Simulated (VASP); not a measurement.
# SiO2 (P4_12_12) in VASP: relaxation of cell and atoms with PBE

Aim: the relaxation of cell and atoms of SiO2 with PBE.

Program: VASP 6.6.1. These are calculated values, not measurements. Logs are shortened: lines on timing, memory, paths and dates and some standing lists are left out, and cuts for length are marked.

### 1 The crystal as given

Symmetry: P4_12_12, No. 92, tetragonal system. The conventional cell has a = 4.982 Å, b = 4.982 Å, c = 6.963 Å, α = 90.00°, β = 90.00°, γ = 90.00°. Si (site symmetry 2) is surrounded by 4 O at 1.60 to 1.61 Å. O (site symmetry 1) is surrounded by 2 Si at 1.60 to 1.61 Å.

### 2 Relaxation of cell and atoms, PBE

Contents of INCAR:

```
SYSTEM = SiO2
ALGO = Normal
EDIFF = 1E-7
EDIFFG = -0.004
ENCUT = 600
GGA = PE
IBRION = 2
ISIF = 3
ISMEAR = 0
LASPH = .TRUE.
LCHARG = .FALSE.
LREAL = .FALSE.
LWAVE = .FALSE.
NELM = 80
NSW = 80
PREC = Accurate
SIGMA = 0.02
```

Contents of KPOINTS:

```
k-points
0
G
  6 6 4
  0 0 0
```

Contents of POSCAR:

```
SiO2
1.0
    4.9820000000      0.0000000000      0.0000000000
    0.0000000000      4.9820000000      0.0000000000
    0.0000000000      0.0000000000      6.9630000000
Si O
4 8
Direct
    0.2989700000      0.2989700000      0.0000000000
    0.2010300000      0.7989700000      0.2500000000
    0.7010300000      0.7010300000      0.5000000000
    0.7989700000      0.2010300000      0.7500000000
    0.2398900000      0.1034700000      0.1781300000
    0.3965300000      0.7398900000      0.4281300000
    0.7601100000      0.8965300000      0.6781300000
    0.6034700000      0.2601100000      0.9281300000
    0.7398900000      0.3965300000      0.5718700000
    0.8965300000      0.7601100000      0.3218700000
    0.2601100000      0.6034700000      0.0718700000
    0.1034700000      0.2398900000      0.8218700000
```

Potentials or basis: VASP PAW PBE potentials, release 64 (Si, O).

On the command line:

```bash
$ cat potpaw_PBE.64/Si/POTCAR potpaw_PBE.64/O/POTCAR > POTCAR
$ mpirun -np 1 vasp_std > vasp.out
```

OUTCAR:

```text
SYSTEM = SiO2
   EDIFF = 1E-7
   EDIFFG = -0.004
   ENCUT = 600
   GGA = PE
   IBRION = 2
   ISIF = 3
   ISMEAR = 0
   LASPH = .TRUE.
   LREAL = .FALSE.
   NELM = 80
   NSW = 80
   PREC = Accurate

 ion  position               nearest neighbor table
   1  0.299  0.299  0.000-   5 1.60  12 1.60  11 1.61   8 1.61   2 3.08   4 3.08   2 3.08   4 3.08

   2  0.201  0.799  0.250-   6 1.60  11 1.60  10 1.61   5 1.61   1 3.08   3 3.08   1 3.08   3 3.08

   3  0.701  0.701  0.500-   7 1.60  10 1.60   9 1.61   6 1.61   2 3.08   4 3.08   4 3.08   2 3.08

   4  0.799  0.201  0.750-   8 1.60   9 1.60   7 1.61  12 1.61   1 3.08   3 3.08   3 3.08   1 3.08

   5  0.240  0.103  0.178-   1 1.60   2 1.61
   6  0.397  0.740  0.428-   2 1.60   3 1.61
   7  0.760  0.897  0.678-   3 1.60   4 1.61
   8  0.603  0.260  0.928-   4 1.60   1 1.61
   9  0.740  0.397  0.572-   4 1.60   3 1.61
  10  0.897  0.760  0.322-   3 1.60   2 1.61
  11  0.260  0.603  0.072-   2 1.60   1 1.61
  12  0.103  0.240  0.822-   1 1.60   4 1.61

  LATTYP: Found a simple tetragonal cell.
 ALAT       =     4.9820000000
 C/A-ratio  =     1.3976314733

  Lattice vectors:

 A1 = (   4.9820000000,   0.0000000000,   0.0000000000)
 A2 = (   0.0000000000,   4.9820000000,   0.0000000000)
 A3 = (   0.0000000000,   0.0000000000,   6.9630000000)

Analysis of symmetry for initial positions (statically):
=====================================================================
 Subroutine PRICEL returns:
 Original cell was already a primitive cell.

 Routine SETGRP: Setting up the symmetry group for a
 simple tetragonal supercell.

 Subroutine GETGRP returns: Found  8 space group operations
 (whereof  2 operations were pure point group operations)
 out of a pool of 16 trial point group operations.

The static configuration has the point symmetry C_2 .
 The point group associated with its full space group is D_4 .

Analysis of symmetry for dynamics (positions and initial velocities):
=====================================================================
 Subroutine PRICEL returns:
 Original cell was already a primitive cell.

 Routine SETGRP: Setting up the symmetry group for a
 simple tetragonal supercell.

 Subroutine GETGRP returns: Found  8 space group operations
 (whereof  2 operations were pure point group operations)
 out of a pool of 16 trial point group operations.

The dynamic configuration has the point symmetry C_2 .
 The point group associated with its full space group is D_4 .

 Subroutine INISYM returns: Found  8 space group operations
 (whereof  2 operations are pure point group operations),
 and found     1 'primitive' translations

----------------------------------------------------------------------------------------

                                     Primitive cell

  volume of cell :     172.8239

  direct lattice vectors                    reciprocal lattice vectors
     4.982000000  0.000000000  0.000000000     0.200722601  0.000000000  0.000000000
     0.000000000  4.982000000  0.000000000     0.000000000  0.200722601  0.000000000
     0.000000000  0.000000000  6.963000000     0.000000000  0.000000000  0.143616257

  length of vectors
     4.982000000  4.982000000  6.963000000     0.200722601  0.200722601  0.143616257

  position of ions in fractional coordinates (direct lattice)
     0.298970000  0.298970000  0.000000000
     0.201030000  0.798970000  0.250000000
     0.701030000  0.701030000  0.500000000
     0.798970000  0.201030000  0.750000000
     0.239890000  0.103470000  0.178130000
     0.396530000  0.739890000  0.428130000
     0.760110000  0.896530000  0.678130000
     0.603470000  0.260110000  0.928130000
     0.739890000  0.396530000  0.571870000
     0.896530000  0.760110000  0.321870000
     0.260110000  0.603470000  0.071870000
     0.103470000  0.239890000  0.821870000

  ion indices of the primitive-cell ions
   primitive index   ion index
                 1           1
                 2           2
                 3           3
                 4           4
                 5           5
                 6           6
                 7           7
                 8           8
                 9           9
                10          10
                11          11
                12          12

----------------------------------------------------------------------------------------

 KPOINTS: k-points

Automatic generation of k-mesh.
 Grid dimensions read from file:
 generate k-points for:    6    6    4

 Generating k-lattice:

  Cartesian coordinates                     Fractional coordinates (reciprocal lattice)
     0.033453767  0.000000000  0.000000000     0.166666667  0.000000000  0.000000000
     0.000000000  0.033453767  0.000000000     0.000000000  0.166666667  0.000000000
     0.000000000  0.000000000  0.035904064     0.000000000  0.000000000  0.250000000

  Length of vectors
     0.033453767  0.033453767  0.035904064

  Shift w.r.t. Gamma in fractional coordinates (k-lattice)
     0.000000000  0.000000000  0.000000000

 Subroutine IBZKPT returns following result:
 ===========================================

 Found     30 irreducible k-points:

 Following reciprocal coordinates:
            Coordinates               Weight
  0.000000  0.000000  0.000000      1.000000
  0.166667  0.000000  0.000000      4.000000
  0.333333  0.000000  0.000000      4.000000
  0.500000  0.000000  0.000000      2.000000
  0.166667  0.166667  0.000000      4.000000
  0.333333  0.166667  0.000000      8.000000
[... 16 lines left out ...]
  0.333333  0.000000  0.500000      4.000000
  0.500000  0.000000  0.500000      2.000000
 [... further k-points ...]
   k-points           NKPTS =     30   k-points in BZ     NKDIM =     30   number of bands    NBANDS=     39
   number of dos      NEDOS =    301   number of ions     NIONS =     12
   total plane-waves  NPLWV =  89600
   dimension x,y,z NGX =    40 NGY =   40 NGZ =   56
   dimension x,y,z NGXF=    80 NGYF=   80 NGZF=  112
   ions per type =               4   8
   NGX,Y,Z   is equivalent  to a cutoff of  13.35, 13.35, 13.37 a.u.
   NGXF,Y,Z  is equivalent  to a cutoff of  26.70, 26.70, 26.74 a.u.
 SYSTEM =  SiO2
   PREC   = accura    normal or accurate (medium, high low for compatibility)
   ISTART =      0    job   : 0-new  1-cont  2-samecut
   ICHARG =      2    charge: 1-file 2-atom 10-const
   ISPIN  =      1    spin polarized calculation?
   LNONCOLLINEAR =      F non collinear calculations
   LSORBIT =      F    spin-orbit coupling
   LASPH  =      T    aspherical Exc in radial PAW
   ENCUT  =  600.0 eV  44.10 Ry    6.64 a.u.   9.95  9.95 13.91*2*pi/ulx,y,z
   NELM   =     80;   NELMIN=  2; NELMDL= -5     # of ELM steps
   EDIFF  = 0.1E-06   stopping-criterion for ELM
   LREAL  =      F    real-space projection
   EDIFFG = -.4E-02   stopping-criterion for IOM
   NSW    =     80    number of steps for IOM
   IBRION =      2    ionic relax: 0-MD 1-quasi-New 2-CG
   NFREE  =      1    steps in history (QN), initial steepest desc. (CG)
   ISIF   =      3    stress and relaxation
   ISYM   =      2    0-nonsym 1-usesym 2-fastsym
   POTIM  = 0.5000    time-step for ionic-motion
   TEBEG  =    0.0;   TEEND  =   0.0 temperature during run
   PSTRESS=    0.0 pullay stress
   NELECT =      64.0000    total number of electrons
   NUPDOWN=      -1.0000    fix difference up-down
   EMIN   =  10.00;   EMAX   =-10.00  energy-range for DOS
   EFERMI =   0.00;   METHOD = LEGACY
   ISMEAR =     0;   SIGMA  =   0.02  broadening in eV -4-tet -1-fermi 0-gaus
   EFERMI_NEDOS =   21; number of points for ismear=-14 and -15
   IALGO  =     38    algorithm
   IMIX   =      4    mixing-type and parameters
     AMIX     =   0.40;   BMIX     =  1.00
     AMIX_MAG =   1.60;   BMIX_MAG =  1.00
  volume/ion in A,a.u.               =      14.40        97.19
  Fermi-wavevector in a.u.,A,eV,Ry     =   1.175620  2.221599 18.804365  1.382082
  Thomas-Fermi vector in A             =   2.311997
   LORBIT       =      0    0 simple, 1 ext, 2 COOP (PROOUT), +10 PAW based schemes
   GGA     = PE    functional components
   LHFCALC =     F    Hartree Fock is set to
   AEXX    =    0.0000 exact exchange contribution
   IVDW    =     0    specifies the selected vdW correction
   LEPSILON=     F    determine dielectric tensor
   LRPA    =     F    only Hartree local field effects (RPA)
 conjugate gradient relaxation of ions
 non-spin polarized calculation
 Gauss-broadening in eV      SIGMA  =   0.02
  energy-cutoff  :      600.00
  volume of cell :      172.82
 maximum number of plane-waves:      5796
 NGX is ok and might be reduce to    40
   NGX = 19   NGY = 19   NGZ = 27

--------------------------------------- Ionic step        1  -------------------------------------------

 number of electron      63.9999987 magnetization

 Free energy of the ion-electron system (eV)
  ---------------------------------------------------
  ext. energy  EPLUGINS =         0.00000000
  ---------------------------------------------------
  free energy    TOTEN  =       -94.83500375 eV

  energy without entropy =      -94.83500375  energy(sigma->0) =      -94.83500375

------------------------ aborting loop because EDIFF is reached ----------------------------------------

  FORCE on cell =-STRESS in cart. coord.  units (eV):
  Direction    XX          YY          ZZ          XY          YZ          ZX
  --------------------------------------------------------------------------------------
  -------------------------------------------------------------------------------------
  Total        6.4497505      6.4497505      7.1117403      0.0000000      0.0000000      0.0000000
  in kB       59.7929053     59.7929053     65.9299319      0.0000000      0.0000000      0.0000000
  external PRESSURE =      61.8385808 kB  Pullay stress =       0.0000000 kB
[... 119 lines left out ...]
  FREE ENERGIE OF THE ION-ELECTRON SYSTEM (eV)
  ---------------------------------------------------
  free  energy   TOTEN  =       -94.9528761219 eV

  energy  without entropy=      -94.9528761219  energy(sigma->0) =      -94.95287612

 E-fermi :   0.0089     XC(G=0):  -8.2605

 val. band max:       -0.1204465451   @ k =   0.0000   0.0000   0.0000
 cond. band min:       5.4336322545   @ k =   0.0000   0.0000   0.0000
 fundamental gap:      5.5540787997
 Fermi energy:         0.0089036649

 k-point     1 :       0.0000    0.0000    0.0000
  band No.  band energies     occupation
      1     -19.4464      2.00000
      2     -18.5782      2.00000
      3     -18.5782      2.00000
      4     -17.4580      2.00000
      5     -17.4103      2.00000
      6     -17.4059      2.00000
[... 997 lines left out ...]
     38       9.1115      0.00000
     39       9.8873      0.00000

 [... further k-points ...]

[... ionic steps 4 to 63 ...]

--------------------------------------- Ionic step       64  -------------------------------------------

 number of electron      63.9999976 magnetization

------------------------ aborting loop because EDIFF is reached ----------------------------------------
[... 87 lines left out ...]
--------------------------------------- Ionic step       66  -------------------------------------------

 number of electron      63.9999976 magnetization

 Free energy of the ion-electron system (eV)
  ---------------------------------------------------
  ext. energy  EPLUGINS =         0.00000000
  ---------------------------------------------------
  free energy    TOTEN  =       -94.96037828 eV

  energy without entropy =      -94.96037828  energy(sigma->0) =      -94.96037828

 E-fermi :  -0.1918     XC(G=0):  -8.1144

 val. band max:       -0.2808483866   @ k =   0.0000   0.0000   0.0000
 cond. band min:       5.2382870287   @ k =   0.0000   0.0000   0.0000
 fundamental gap:      5.5191354154
 Fermi energy:        -0.1917738248

 k-point     1 :       0.0000    0.0000    0.0000
  band No.  band energies     occupation
      1     -19.6022      2.00000
      2     -18.7404      2.00000
      3     -18.7404      2.00000
      4     -17.6166      2.00000
      5     -17.5882      2.00000
      6     -17.5861      2.00000
[... 1038 lines left out ...]
  FREE ENERGIE OF THE ION-ELECTRON SYSTEM (eV)
  ---------------------------------------------------
  free  energy   TOTEN  =       -94.9603782811 eV

  energy  without entropy=      -94.9603782811  energy(sigma->0) =      -94.96037828

 reached required accuracy - stopping structural energy minimisation
```

Run time: 76 min. Hardware: 1 thread of Intel Xeon Platinum 8488C (Sapphire Rapids), shared host; peak memory 0.39 GiB.

Results:

| Quantity | Value |
| --- | --- |
| Free energy | -94.9604 eV |
| Relaxed volume | 15.25 Å³/atom |
| Relaxed cell | a = 5.080 Å, b = 5.080 Å, c = 7.091 Å, α = 90.00°, β = 90.00°, γ = 90.00° |
| Space group after relaxing (to 0.05 Å) | P4_12_12 (No. 92) |
| Energy gained by relaxing | 10.4 meV/atom |
| Ionic steps | 66 |
| Pressure after relaxing | 0.0 GPa |
| Band gap on the k mesh | 5.52 eV, direct |

The path:
```
step  energy change (eV)  largest force (eV/Å)  pressure (GPa)  volume (Å³)
   1              0.0000                0.4022            6.18       172.82
   3             -0.1179                0.1401            0.12       178.46
   5             -0.1095                0.3645           -0.32       179.05
   7             -0.1201                0.0276            0.01       178.68
   9             -0.1209                0.0217            0.03       178.97
  11             -0.1212                0.0322            0.11       179.01
  13             -0.1216                0.0686            0.16       179.24
  15             -0.1221                0.0442            0.11       179.53
  17             -0.1225                0.0356            0.02       180.03
  19             -0.1229                0.0269            0.02       180.17
  21             -0.1236                0.0722            0.01       180.78
  23             -0.1239                0.0588            0.01       180.88
  25             -0.1242                0.0419           -0.01       181.36
  27             -0.1243                0.0208            0.00       181.23
  29             -0.1245                0.0278            0.01       181.20
  31             -0.1245                0.0342            0.03       181.18
  33             -0.1246                0.0086            0.02       181.18
  35             -0.1247                0.0090            0.01       181.22
  37             -0.1247                0.0137           -0.07       181.39
  39             -0.1247                0.0112           -0.04       181.40
  41             -0.1247                0.0230            0.05       181.44
  43             -0.1248                0.0111            0.02       181.43
  45             -0.1248                0.0141            0.04       181.47
  47             -0.1249                0.0110            0.02       181.66
  49             -0.1249                0.0332           -0.06       182.40
  51             -0.1251                0.0130           -0.02       182.12
  53             -0.1251                0.0300           -0.01       182.24
  55             -0.1251                0.0188            0.00       182.27
  57             -0.1252                0.0197            0.06       182.55
  59             -0.1253                0.0088            0.03       182.73
  61             -0.1253                0.0083            0.02       182.81
  63             -0.1253                0.0117           -0.03       182.95
  65             -0.1254                0.0070           -0.01       182.98
  66             -0.1254                0.0018            0.00       182.98
```

Final structure:
```
Si O
1.0
     5.07970    0.00000    0.00000
     0.00000    5.07970    0.00000
     0.00000    0.00000    7.09147
Si O
4 8
Direct
  0.29463 0.29463 0.00000
  0.20537 0.79463 0.25000
  0.70537 0.70537 0.50000
  0.79463 0.20537 0.75000
  0.24100 0.09454 0.17460
  0.40546 0.74100 0.42460
  0.75900 0.90546 0.67460
  0.59454 0.25900 0.92460
  0.74100 0.40546 0.57540
  0.90546 0.75900 0.32540
  0.25900 0.59454 0.07540
  0.09454 0.24100 0.82540
```

Levels at points of the mesh, in eV from the valence-band top:
| k point | band 28 | band 29 | band 30 | band 31 | band 32 | band 33 | band 34 | band 35 | band 36 | band 37 |
| --- | --- | --- | --- | --- | --- | --- | --- | --- | --- | --- |
| (0.00, 0.00, 0.00) | -1.14 | -0.66 | -0.25 | -0.25 | 0.00 | 5.52 | 8.66 | 8.66 | 8.89 | 8.89 |
| (0.50, 0.00, 0.00) | -1.01 | -0.63 | -0.63 | -0.45 | -0.45 | 7.49 | 7.49 | 9.12 | 9.12 | 9.43 |
| (0.50, 0.50, 0.00) | -1.31 | -0.59 | -0.59 | -0.55 | -0.55 | 8.50 | 8.50 | 8.59 | 8.59 | 9.70 |
| (0.00, 0.00, 0.50) | -0.74 | -0.49 | -0.49 | -0.39 | -0.39 | 6.71 | 6.71 | 9.34 | 9.34 | 9.34 |
| (0.50, 0.00, 0.50) | -0.97 | -0.92 | -0.92 | -0.16 | -0.16 | 7.72 | 7.72 | 8.72 | 8.72 | 9.11 |
| (0.50, 0.50, 0.50) | -1.32 | -0.64 | -0.64 | -0.64 | -0.64 | 9.02 | 9.02 | 9.02 | 9.02 | 9.54 |

A k mesh can miss the band edges. Zero-point motion and thermal expansion aren't in these numbers.
